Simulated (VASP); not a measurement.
The system is CdTe.

```
CELL_PARAMETERS angstrom
0.00000 3.20500 3.20500
3.20500 0.00000 3.20500
3.20500 3.20500 0.00000
ATOMIC_POSITIONS crystal
Cd 0.00000 0.00000 0.00000
Te 0.25000 0.25000 0.25000
```

- Program: VASP 6.6.1
- Task: relaxation of cell and atoms
- Functional: r2SCAN
- Potentials or basis: VASP PAW PBE potentials, release 64 (Cd, Te)
- Cutoff: 600 eV
- k mesh: 8 × 8 × 8
- Occupations: gaussian, width 0.03 eV
- Spin: no spin polarisation

At the start: pressure 3.3 GPa; volume 32.92 Å³/atom.

How do energy, volume and symmetry change on relaxing?

Over 3 steps the energy falls by 23.1 meV/atom and the volume is 35.30 Å³/atom (+7.2 %); space group F-43m (No. 216, to 0.05 Å).

The path:
| step | energy change (eV) | largest force (eV/Å) | pressure (GPa) | volume (Å³) |
| --- | --- | --- | --- | --- |
| 1 | 0.0000 | 0.0000 | 3.32 | 65.84 |
| 2 | -0.0398 | 0.0000 | -1.02 | 72.57 |
| 3 | -0.0462 | 0.0000 | 0.01 | 70.60 |

Final structure:
```cif
data_structure
_symmetry_space_group_name_H-M 'P 1'
_symmetry_Int_Tables_number 1
_cell_length_a 4.6392
_cell_length_b 4.6392
_cell_length_c 4.6392
_cell_angle_alpha 60.000
_cell_angle_beta 60.000
_cell_angle_gamma 60.000
_cell_volume 70.60
loop_
_atom_site_label
_atom_site_type_symbol
_atom_site_fract_x
_atom_site_fract_y
_atom_site_fract_z
_atom_site_occupancy
Cd1 Cd 0.00000 0.00000 0.00000 1
Te1 Te 0.25000 0.25000 0.25000 1
```

Caveat: the PAW data sets were made with another functional, which shifts forces and pressure a little.
